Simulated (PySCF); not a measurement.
Species: C4H9NO.
SMILES with atom numbers: `[CH2:1]1[CH2:2][O:3][CH2:4][CH2:5][NH:6]1` (hydrogens: H7, H8 on C1; H9, H10 on C2; H11, H12 on C4; H13, H14 on C5; H15 on N6)

The same species was optimised twice, with GFN2-xTB and with PBE0-D3(BJ)/def2-SVP (PySCF), and the same property calculations (PySCF, gas phase) were run on both structures.

```csv
coordinate,GFN2-xTB,PBE0-D3(BJ)/def2-SVP,change
C4–C5 (Å),1.534,1.523,-0.011
C1–C2 (Å),1.534,1.523,-0.011
C2–O3 (Å),1.412,1.405,-0.007
O3–C4 (Å),1.412,1.405,-0.007
C1–N6 (Å),1.455,1.452,-0.003
C5–N6 (Å),1.455,1.452,-0.003
C1–N6–C5 (°),109.7,110.8,+1.1
C2–O3–C4 (°),111.3,112.1,+0.8
C4–C5–N6 (°),111.8,112.6,+0.8
C2–C1–N6 (°),111.8,112.5,+0.7
C1–C2–O3 (°),111.2,111.0,-0.2
O3–C4–C5 (°),111.2,111.0,-0.2
```

Rotational constants: A = 4961, B = 4601, C = 2708 MHz (GFN2-xTB) against A = 4934, B = 4650, C = 2708 MHz (PBE0-D3(BJ)/def2-SVP). Point groups within 0.08 Å: Cs and Cs.

On the GFN2-xTB structure: HOMO (eV) -6.12 [PBE0/pcSseg-1]; LUMO (eV) 1.42 [PBE0/pcSseg-1]; dipole (D) 1.19 [PBE0/pcSseg-1]; GIAO shielding of C1/C5 (mean) (ppm) 135.5 [PBE0/pcSseg-1]; GIAO shielding of C2/C4 (mean) (ppm) 113.4 [PBE0/pcSseg-1]; GIAO shielding of O3 (ppm) 286.2 [PBE0/pcSseg-1]; GIAO shielding of N6 (ppm) 215.7 [PBE0/pcSseg-1].

Problem. What do these properties become on the PBE0-D3(BJ)/def2-SVP structure?

Solution. 
| property | level | on GFN2-xTB | on PBE0-D3(BJ)/def2-SVP | change |
| --- | --- | --- | --- | --- |
| HOMO (eV) | PBE0/pcSseg-1 | -6.12 | -6.14 | -0.02 |
| LUMO (eV) | PBE0/pcSseg-1 | 1.42 | 1.39 | -0.03 |
| dipole (D) | PBE0/pcSseg-1 | 1.19 | 1.26 | +0.07 |
| energy, GFN2-xTB geometry as zero (kcal/mol) | PBE0/pcSseg-1 | 0.0 | -0.3 | -0.3 |
| GIAO shielding of C1/C5 (mean) (ppm) | PBE0/pcSseg-1 | 135.5 | 135.9 | +0.4 |
| GIAO shielding of C2/C4 (mean) (ppm) | PBE0/pcSseg-1 | 113.4 | 113.7 | +0.3 |
| GIAO shielding of O3 (ppm) | PBE0/pcSseg-1 | 286.2 | 288.9 | +2.7 |
| GIAO shielding of N6 (ppm) | PBE0/pcSseg-1 | 215.7 | 218.6 | +2.9 |

The heavy atoms differ by 0.015 Å rms after alignment. Among bonds between heavy atoms C1–C2 and C4–C5 change most and about equally (-0.011 Å). Changes are differences of the printed values. Neither structure is proved a minimum here.
